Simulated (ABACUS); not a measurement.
# GaSb (F-43m) in ABACUS: relaxation of cell and atoms with LDA-PW92

Aim: the relaxation of cell and atoms of GaSb with LDA-PW92.

All numbers are computed with ABACUS 3.10.1; they aren't measurements. Logs are shortened: lines on timing, memory, paths and dates and some standing lists are left out, and cuts for length are marked.

## 1. The crystal as given

Symmetry: F-43m, No. 216, cubic system. The conventional cell has a = 6.118 Å, b = 6.118 Å, c = 6.118 Å, α = 90.00°, β = 90.00°, γ = 90.00°. Around Sb (site symmetry -43m) lie 4 Ga at 2.65 Å. Around Ga (site symmetry -43m) lie 4 Sb at 2.65 Å.

## 2. Relaxation of cell and atoms, LDA-PW92

File run_abacus.py:

```python
"""Relaxation by an ASE optimiser with ABACUS as a small file-based calculator."""
import re
import subprocess
import numpy as np
from ase.calculators.calculator import Calculator, all_changes
from ase.filters import FrechetCellFilter
from ase.io import read
from ase.optimize import FIRE
from ase.stress import full_3x3_to_voigt_6_stress
from ase.units import Bohr, GPa

atoms = read("GaSb.xyz")
atoms = atoms[(-atoms.numbers).argsort(kind="stable")]  # ABACUS lists atoms element by element
pseudo = {'Sb': 'Sb.upf', 'Ga': 'Ga.upf'}
orbital = {}
magmoms = None
kmesh = [6, 6, 6]
params = {
    'suffix': 'GaSb',
    'calculation': 'scf',
    'basis_type': 'pw',
    'pseudo_dir': './',
    'symmetry': 1,
    'dft_functional': 'LDA_X+LDA_C_PW',
    'ecutwfc': 84,
    'pseudo_rcut': 10,
    'nspin': 1,
    'nbands': 18,
    'ks_solver': 'dav',
    'smearing_method': 'fd',
    'smearing_sigma': 0.00367493,
    'scf_thr': 1e-08,
    'scf_nmax': 100,
    'mixing_type': 'broyden',
    'mixing_beta': 0.7,
    'cal_force': 1,
    'cal_stress': 1,
    'kpar': 4,
}

def write_input(atoms):
    symbols = atoms.get_chemical_symbols()
    elements = list(dict.fromkeys(symbols))
    lines = ["ATOMIC_SPECIES"] + [f"{e} {atoms.get_masses()[symbols.index(e)]:.4f} {pseudo[e]}" for e in elements]
    if orbital:
        lines += ["", "NUMERICAL_ORBITAL"] + [orbital[e] for e in elements]
    lines += ["", "LATTICE_CONSTANT", f"{1 / Bohr:.10f}", "", "LATTICE_VECTORS"]
    lines += [" ".join(f"{x:.10f}" for x in v) for v in atoms.cell]
    lines += ["", "ATOMIC_POSITIONS", "Direct"]
    for e in elements:
        lines += ["", e, "0.0", str(symbols.count(e))]
        for i, p in enumerate(atoms.get_scaled_positions(wrap=False)):
            if symbols[i] == e:
                mag = "" if magmoms is None else " mag " + " ".join(str(x) for x in (magmoms[i] if isinstance(magmoms[i], list) else [magmoms[i]]))
                lines.append(" ".join(f"{x:.10f}" for x in p) + " 1 1 1" + mag)
    open("STRU", "w").write("\n".join(lines) + "\n")
    open("KPT", "w").write("K_POINTS\n0\nGamma\n%d %d %d 0 0 0\n" % tuple(kmesh))
    open("INPUT", "w").write("INPUT_PARAMETERS\n" + "".join(f"{k:<20s}{v}\n" for k, v in params.items()))

class Abacus(Calculator):
    implemented_properties = ["energy", "free_energy", "forces", "stress"]

    def calculate(self, atoms=None, properties=("energy",), system_changes=all_changes):
        super().calculate(atoms, properties, system_changes)
        write_input(self.atoms)
        subprocess.run(['mpirun', '-np', '4', 'abacus'], check=True)
        log = open("OUT.GaSb/running_scf.log").read()
        if "charge density convergence is achieved" not in log:
            raise RuntimeError("SCF not converged")
        rows = lambda title, n: np.array([l.split()[-3:] for l in log.split(title)[-1].split("\n")[2:2 + n]], float)
        energy = float(re.findall(r"FINAL_ETOT_IS (\S+)", log)[-1])
        stress = -rows("TOTAL-STRESS", 3) / 10 * GPa  # ABACUS prints kbar, compression positive
        self.results = dict(energy=energy, free_energy=energy, forces=rows("TOTAL-FORCE", len(self.atoms)), stress=full_3x3_to_voigt_6_stress(stress))

atoms.calc = Abacus()
opt = FIRE(FrechetCellFilter(atoms), logfile="opt.log", trajectory="relax.traj")
print("optimiser converged:", opt.run(fmax=0.02, steps=60))
```

File GaSb.xyz:

```xyz
2
Lattice="0.0000000000 3.0590000000 3.0590000000 3.0590000000 0.0000000000 3.0590000000 3.0590000000 3.0590000000 0.0000000000" Properties=species:S:1:pos:R:3 pbc="T T T"
Sb     4.5885000000      4.5885000000      4.5885000000
Ga     0.0000000000      0.0000000000      0.0000000000
```

Potentials or basis: PseudoDojo NC SR 0.4.1 LDA standard, plane waves.

Command:

```bash
> OMP_NUM_THREADS=1 python run_abacus.py > log
```

running log:

```text
ABACUS v3.10.1

               Atomic-orbital Based Ab-initio Computation at UStc

 ------------------------------------------------------------------------------------

 READING GENERAL INFORMATION
                           global_out_dir = OUT.GaSb/
                           global_in_card = INPUT
                               pseudo_dir = ./
                              orbital_dir =
                                    DSIZE = 4
                                    GSIZE = 1
[... 5 lines left out ...]

 READING ATOM TYPE 1
                               atom label = Sb
                      L=0, number of zeta = 1
                      L=1, number of zeta = 1
                      L=2, number of zeta = 1
             number of atom for this type = 1

 READING ATOM TYPE 2
                               atom label = Ga
                      L=0, number of zeta = 1
                      L=1, number of zeta = 1
                      L=2, number of zeta = 1
             number of atom for this type = 1

                        TOTAL ATOM NUMBER = 2
DIRECT COORDINATES
    atom                   x                   y                   z     mag                  vx                  vy                  vz
taud_Sb1            0.7500000000        0.7500000000        0.7500000000  0.0000        0.0000000000        0.0000000000        0.0000000000
taud_Ga1            0.0000000000        0.0000000000        0.0000000000  0.0000        0.0000000000        0.0000000000        0.0000000000

                          Volume (Bohr^3) = 372.441
                             Volume (A^3) = 55.19

 Lattice vectors: (Cartesian coordinate: in unit of a_0)
                   +0            +3.02188            +3.02188
             +3.02188                  -0            +3.02188
             +3.02188            +3.02188                  +0
 Reciprocal vectors: (Cartesian coordinate: in unit of 2 pi/a_0)
             -0.16546            +0.16546            +0.16546
             +0.16546            -0.16546            +0.16546
             +0.16546            +0.16546            -0.16546
 The esolver type has been set to : ksdft_pw

                PAO radial cut off (Bohr) = 10

 Read in pseudopotential file is Sb.upf
                     pseudopotential type = NC
          exchange-correlation functional = SLAPWNOGXNOGC
                 nonlocal core correction = 1
                        valence electrons = 15
                                     lmax = 2
                           number of zeta = 3
                     number of projectors = 6
                           L of projector = 0
                           L of projector = 0
                           L of projector = 1
                           L of projector = 1
                           L of projector = 2
                           L of projector = 2
 XC functional updated to : LDA_X+LDA_C_PW
          exchange-correlation functional = LDA_X+LDA_C_PW
                PAO radial cut off (Bohr) = 10

 Read in pseudopotential file is Ga.upf
                     pseudopotential type = NC
          exchange-correlation functional = SLAPWNOGXNOGC
                 nonlocal core correction = 1
                        valence electrons = 13
                                     lmax = 2
                           number of zeta = 3
                     number of projectors = 6
                           L of projector = 0
                           L of projector = 0
                           L of projector = 1
                           L of projector = 1
                           L of projector = 2
                           L of projector = 2
 XC functional updated to : LDA_X+LDA_C_PW
          exchange-correlation functional = LDA_X+LDA_C_PW
     initial pseudo atomic orbital number = 18

 SETUP THE ELECTRONS NUMBER
            electron number of element Sb = 15
      total electron number of element Sb = 15
            electron number of element Ga = 13
      total electron number of element Ga = 13
            AUTOSET number of electrons:  = 28
                           occupied bands = 14
                                   NBANDS = 18
                                   NLOCAL = 18

%%%%%%%%%%%%%%%%%%%%%%%%%%%%%%%%%%%%%%%%%%%%%%%%%%%%%%%%%%%%%%%%%%%%%%%%%%%%%%%%%%%%%%%%%%%%%%%%%%%%%%%%%%
 Warning: the number of valence electrons in pseudopotential > 5 for Sb: [Kr] 4d10 5s2 5p3
 Warning: the number of valence electrons in pseudopotential > 3 for Ga: [Ar] 3d10 4s2 4p1
 Pseudopotentials with additional electrons can yield (more) accurate outcomes, but may be less efficient.
 If you're confident that your chosen pseudopotential is appropriate, you can safely ignore this warning.
[... 83 lines left out ...]
                                    ibrav = 2
                       right hand lattice = 1
(for k-lattice: )
                             BRAVAIS TYPE = 2
                     BRAVAIS LATTICE NAME = 02. Cubic I (body-centered)
                                    ibrav = 2
                       right hand lattice = 1
                        ROTATION MATRICES = 48
                               nkstot_ibz = 16
K-POINTS REDUCTION ACCORDING TO SYMMETRY
     IBZ    DIRECT_X    DIRECT_Y    DIRECT_Z  WEIGHT  ibz2bz
       1  0.00000000  0.00000000  0.00000000  0.0046       0
       2  0.16666667  0.16666667  0.16666667  0.0370       1
       3  0.33333333  0.33333333  0.33333333  0.0370       2
       4  0.50000000  0.50000000  0.50000000  0.0185       3
       5  0.16666667  0.16666667  0.00000000  0.0278       7
       6  0.33333333  0.33333333  0.16666667  0.1111       8
[... 8 lines left out ...]
      15  0.50000000  0.33333333 -0.33333333  0.1111      52
      16  0.50000000  0.33333333 -0.16666667  0.0556      58

                               nkstot now = 16
[... K-POINTS DIRECT COORDINATES: 16 rows ...]

           k-point number in this process = 4
       minimum distributed K point number = 4
[... stars of the k points ...]

[... K-POINTS CARTESIAN COORDINATES: 4 rows ...]

[... K-POINTS DIRECT COORDINATES: 4 rows ...]

 SETUP PLANE WAVES FOR WAVE FUNCTIONS
     energy cutoff for wavefunc (unit:Ry) = 84
              fft grid for wave functions = [ 48, 48, 48 ]
                    number of plane waves = 5673
                         number of sticks = 421

 PARALLEL PW FOR WAVE FUNCTIONS
     PROC   COLUMNS(POT)             PW
        1            421           5673
 --------------- sum -------------------
        1            421           5673

 SETUP NONLOCAL PSEUDOPOTENTIALS IN PLANE WAVE BASIS
 Sb non-local projectors:
 projector 1 L=0
 projector 2 L=0
 projector 3 L=1
 projector 4 L=1
 projector 5 L=2
 projector 6 L=2
 Ga non-local projectors:
 projector 1 L=0
 projector 2 L=0
 projector 3 L=1
 projector 4 L=1
 projector 5 L=2
 projector 6 L=2
      TOTAL NUMBER OF NONLOCAL PROJECTORS = 36

 Init Non-Local PseudoPotential table :
 Init Non-Local-Pseudopotential done.

                                     npwx = 4909

 Make real space PAO into reciprocal space.
       max mesh points in Pseudopotential = 1001
     dq(describe PAO in reciprocal space) = 0.01
                                    max q = 1104

 number of pseudo atomic orbitals for Sb is 3
WARNING: norm of atomic wavefunction # 3 of atomic type Sb is 0.999923, renormalized

 number of pseudo atomic orbitals for Ga is 3
WARNING: norm of atomic wavefunction # 2 of atomic type Ga is 0.999997, renormalized
WARNING: norm of atomic wavefunction # 3 of atomic type Ga is 0.998973, renormalized

 -------------------------------------------
 SELF-CONSISTENT
 -------------------------------------------
                                 init_chg = atomic

 PW ALGORITHM --------------- ION=   1  ELEC=   1--------------------------------

 Notice: Threshold on eigenvalues was too large.
 hsover_error=0.28 > DRHO=0.0290266
 Origin diag ethr = 0.01
 New diag ethr = 0.000103666

 Density error is 0.0295753715879
                          Error Threshold = 0.000103666266887
----------------------------------------------------------
     Energy           Rydberg                 eV
----------------------------------------------------------
 E_KohnSham     -334.2219629422      -4547.3230927581
 E_Harris       -334.2938152437      -4548.3006934730
 E_Fermi        0.6148878720         8.3659786904
----------------------------------------------------------
[... 63 lines left out ...]
 Density error is 1.50460605699e-09
                          Error Threshold = 1.12968724607e-10
----------------------------------------------------------
     Energy           Rydberg                 eV
----------------------------------------------------------
 E_KohnSham     -334.2236551327      -4547.3461161918
 E_KS(sigma->0) -334.2236185585      -4547.3456185741
 E_Harris       -334.2236086791      -4547.3454841584
 E_band         -17.7582748521       -241.6137246383
 E_one_elec     -162.2391251851      -2207.3765410531
 E_Hartree      99.5243437909        1354.0981652665
 E_xc           -85.9573841093       -1169.5102090614
 E_Ewald        -185.5514164807      -2524.5565361085
 E_entropy(-TS) -0.0000731484        -0.0009952353
 E_descf        0.0000000000         0.0000000000
 E_exx          0.0000000000         0.0000000000
 E_Fermi        0.6315789286         8.5930721656
----------------------------------------------------------

 charge density convergence is achieved
 final etot is -4547.3461162 eV
 EFERMI = 8.5930721656 eV

 STATE ENERGY(eV) AND OCCUPATIONS    NSPIN == 1
 1/4 kpoint (Cartesian) = 0.0000 0.0000 0.0000 (4909 pws)
       1       -20.2586     0.00925926
       2       -20.2586     0.00925926
       3       -20.2586     0.00925926
       4       -20.2358     0.00925926
       5       -20.2358     0.00925926
       6       -6.67198     0.00925926
[... 59 lines left out ...]
       6       -6.70482      0.0370370
[... 10 lines left out ...]
      17        12.2657    4.65880e-34
      18        14.8722    1.06933e-56

------------------------------------------------------------------------------------------
 TOTAL-FORCE (eV/Angstrom)
------------------------------------------------------------------------------------------
                       Sb1         0.0000000000         0.0000000000         0.0000000000
                       Ga1         0.0000000000         0.0000000000         0.0000000000
------------------------------------------------------------------------------------------

----------------------------------------------------------------
 TOTAL-STRESS (KBAR)
----------------------------------------------------------------
         1.1197094618        -0.0000000000         0.0000000000
        -0.0000000000         1.1197094618         0.0000000000
        -0.0000000000         0.0000000000         1.1197094618
----------------------------------------------------------------
 TOTAL-PRESSURE: 1.119709 KBAR

 --------------------------------------------
 !FINAL_ETOT_IS -4547.3461161917548452 eV
 --------------------------------------------
```

Wall time 56 s (4 MPI ranks of Intel Xeon Platinum 8259CL at 2.50GHz (Skylake/Cascade Lake), shared host); peak memory 0.44 GiB.

Results:

```
Free energy                            : -4547.3461 eV
Relaxed volume                         : 27.60 Å³/atom
Relaxed cell                           : a = 4.274 Å, b = 4.274 Å, c = 4.274 Å, α = 60.00°, β = 60.00°, γ = 60.00°
Space group after relaxing (to 0.05 Å) : F-43m (No. 216)
Energy gained by relaxing              : 5.1 meV/atom
Ionic steps                            : 8
Pressure after relaxing                : 0.1 GPa
Band gap on the k mesh                 : 0.08 eV, direct
```

Step by step:
```csv
step,energy change (eV),largest force (eV/Å),pressure (GPa),volume (Å³)
1,0.0000,0.0000,-1.70,57.25
2,-0.0026,0.0000,-1.49,56.99
3,-0.0064,0.0000,-1.07,56.50
4,-0.0095,0.0000,-0.51,55.87
5,-0.0102,0.0000,0.14,55.16
6,-0.0102,0.0000,0.13,55.17
7,-0.0103,0.0000,0.13,55.18
8,-0.0103,0.0000,0.11,55.19
```

Final structure:
```
Sb Ga
1.0
     0.00000    3.02188    3.02188
     3.02188    0.00000    3.02188
     3.02188    3.02188    0.00000
Sb Ga
1 1
Direct
  0.75000 0.75000 0.75000
  0.00000 0.00000 0.00000
```

Levels at points of the mesh, in eV from the valence-band top:
```
           k point  band 12  band 13  band 14  band 15  band 16
(0.00, 0.00, 0.00)     0.00     0.00     0.00     0.08     2.77
(0.50, 0.50, 0.50)    -6.59    -1.21    -1.21     0.36     3.75
(0.50, 0.50, 0.00)    -7.02    -2.70    -2.70     0.80     1.11
```

Caveat: spin-orbit coupling is left out, which moves the levels of the heavy elements. Zero-point motion and thermal expansion aren't in these numbers.
